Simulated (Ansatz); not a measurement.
The system is BaTiO3.

```
Ba Ti O
1.0
    -3.99980    0.00000    0.00000
     0.00000    0.00000   -4.01800
     0.00000   -7.99960    0.00000
Ba Ti O
2 2 6
Direct
  0.00144 0.02304 0.50759
  0.99856 0.97696 0.99241
  0.48033 0.56319 0.23580
  0.51967 0.47281 0.76420
  0.49380 0.96597 0.25815
  0.50620 0.00203 0.74185
  0.50761 0.49933 0.50744
  0.49239 0.47067 0.99256
  0.01522 0.48841 0.27113
  0.98478 0.48159 0.72887
```

The cell isn't the ideal one: a zone-boundary wave of random shape, sigma 0.1 Å.

| Property | Result |
| --- | --- |
| Program | Ansatz 0.2.0 |
| Task | relaxation of cell and atoms |
| Functional | PBE |
| Potentials or basis | Ansatz PAW |
| Cutoff | 420 eV (not typed: the program's choice for these potentials) |
| k mesh | 7 × 7 × 4 |
| Occupations | fermi-dirac, width 0.05 eV |
| Spin | no spin polarisation |

At the start: volume 12.86 Å³/atom.

**Question.** How do energy, volume and symmetry change on relaxing?

**Answer.** It ends after 12 steps and the volume is 13.38 Å³/atom (+4.1 %); space group Cmc2_1 (No. 36, to 0.05 Å).

The path:
| step | energy change (eV) | largest force (eV/Å) | volume (Å³) |
| --- | --- | --- | --- |
| 1 | 0.0000 | 6.7241 | 128.56 |
| 2 | -1.4606 | 2.4479 | 134.24 |
| 3 | -1.6056 | 0.1281 | 125.64 |
| 4 | -1.7506 | 0.1413 | 134.05 |
| 5 | -1.7540 | 0.2030 | 133.76 |
| 6 | -1.7622 | 0.0107 | 133.19 |
| 7 | -1.7621 | 0.0040 | 133.24 |
| 8 | -1.7830 | 0.0040 | 133.24 |
| 9 | -1.7825 | 0.0060 | 133.68 |
| 10 | -1.7841 | 0.0061 | 133.68 |
| 11 | -1.7839 | 0.0010 | 133.78 |
| 12 | -1.7843 | 0.0010 | 133.78 |

Final structure:
```yaml
crystal:
  lattice:
    - [-4.01690, 0.00000, 0.00475]
    - [0.00478, 0.00000, -4.02013]
    - [0.00000, -8.28427, 0.00000]
  atoms:
    - { symbol: Ba, position: [0.99640, 0.99813, 0.50737] }
    - { symbol: Ba, position: [0.00360, 0.99067, 0.00737] }
    - { symbol: Ti, position: [0.48436, 0.51053, 0.26587] }
    - { symbol: Ti, position: [0.51564, 0.47827, 0.76587] }
    - { symbol: O, position: [0.50832, 0.98059, 0.24499] }
    - { symbol: O, position: [0.49168, 0.00821, 0.74499] }
    - { symbol: O, position: [0.49942, 0.49499, 0.48686] }
    - { symbol: O, position: [0.50058, 0.49381, 0.98687] }
    - { symbol: O, position: [0.01327, 0.48572, 0.24491] }
    - { symbol: O, position: [0.98673, 0.50308, 0.74491] }
```

Caveat: the plane-wave basis is chosen anew once the cell has moved, so the energies of steps on either side of that aren't comparable; the pressure holds a Pulay correction of +0.5 GPa for the finite cutoff.
